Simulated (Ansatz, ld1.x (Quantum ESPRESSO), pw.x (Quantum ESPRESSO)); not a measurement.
## pw.x on sc P: one setting changed

Potential: norm-conserving Troullier–Martins (Kleinman–Bylander form), ld1.x (Quantum ESPRESSO) 7.5, PBE; core [Ne], reference 3s2 3p3; waves: 3s (bound): rc 1.65 bohr; 3p (bound): rc 1.44 bohr; 3d channel at 0.2 Ry: rc 1.60 bohr; local part: the d channel; core correction: Bessel-smoothed model core inside 0.85 bohr.

The reference run (k-mesh 13³, cutoffs 70/280 Ry, Fermi–Dirac 0.01 Ry, mixing_beta 0.4, conv_thr 1e-9, no spin) gives -0.44 GPa at 14.621 Å³/atom, where all-electron LAPW gives 0.27 GPa. This run, with its own iteration cap, changes mixing_mode to local-TF.

```
&control
  calculation='scf', prefix='x', pseudo_dir='./', outdir='./tmp', tstress=.true., disk_io='none'
/
&system
  ibrav=0, nat=1, ntyp=1, ecutwfc=70, ecutrho=280, nbnd=9,
  occupations='smearing', smearing='fd', degauss=0.01
/
&electrons
  conv_thr=1e-09, mixing_beta=0.4, electron_maxstep=70, mixing_mode='local-TF'
/
ATOMIC_SPECIES
P 1.0 P.UPF
CELL_PARAMETERS angstrom
  2.44526365 0.00000000 0.00000000
  0.00000000 2.44526365 0.00000000
  0.00000000 0.00000000 2.44526365
ATOMIC_POSITIONS crystal
P 0.0000 0.0000 0.0000
K_POINTS automatic
13 13 13 0 0 0
```

```bash
pw.x < P.scf.in > P.scf.out
```

Question: How does the run end?

Answer: It converges in 7 iterations; the free energy moves by +0.0 meV/atom and the pressure by +0.00 GPa. The result is that of the reference run.

```
Message from routine setup:
     using ibrav=0 with symmetry is DISCOURAGED, use correct ibrav instead
     lattice parameter (alat)  =       4.6209  a.u.
     unit-cell volume          =      98.6674 (a.u.)^3
     number of electrons       =         5.00
     number of Kohn-Sham states=            9
     kinetic-energy cutoff     =      70.0000  Ry
     charge density cutoff     =     280.0000  Ry
     scf convergence threshold =      1.0E-09
     Exchange-correlation= PBE
     number of k points=    84  Fermi-Dirac smearing, width (Ry)=  0.0100
     iteration #  1     ecut=    70.00 Ry     beta= 0.40
     total energy              =     -27.18560472 Ry
     estimated scf accuracy    <       0.00524696 Ry
     iteration #  2     ecut=    70.00 Ry     beta= 0.40
     total energy              =     -27.18572869 Ry
     estimated scf accuracy    <       0.00260470 Ry
     iteration #  3     ecut=    70.00 Ry     beta= 0.40
     total energy              =     -27.18575860 Ry
     estimated scf accuracy    <       0.00002414 Ry
     iteration #  4     ecut=    70.00 Ry     beta= 0.40
     total energy              =     -27.18576609 Ry
     estimated scf accuracy    <       0.00000019 Ry
     iteration #  5     ecut=    70.00 Ry     beta= 0.40
     total energy              =     -27.18576620 Ry
     estimated scf accuracy    <       0.00000004 Ry
     iteration #  6     ecut=    70.00 Ry     beta= 0.40
     total energy              =     -27.18576621 Ry
     estimated scf accuracy    <          2.1E-09 Ry
     iteration #  7     ecut=    70.00 Ry     beta= 0.40
     the Fermi energy is    11.0203 ev
!    total energy              =     -27.18576621 Ry
     estimated scf accuracy    <          4.3E-11 Ry
     smearing contrib. (-TS)   =      -0.00129907 Ry
     The total energy is F=E-TS. E is the sum of the following terms:
     one-electron contribution =       5.39926487 Ry
     hartree contribution      =       0.42180053 Ry
     xc contribution           =     -17.65511045 Ry
     ewald contribution        =     -15.35042210 Ry
     convergence has been achieved in   7 iterations
          total   stress  (Ry/bohr**3)                   (kbar)     P=       -4.43
     Message from routine punch:
     Nothing written, as per user request (disk_io='none')
```

The run took about 5.4 s on one core of a shared host (Neoverse-V1, 32 threads, 247 GiB, load 26).
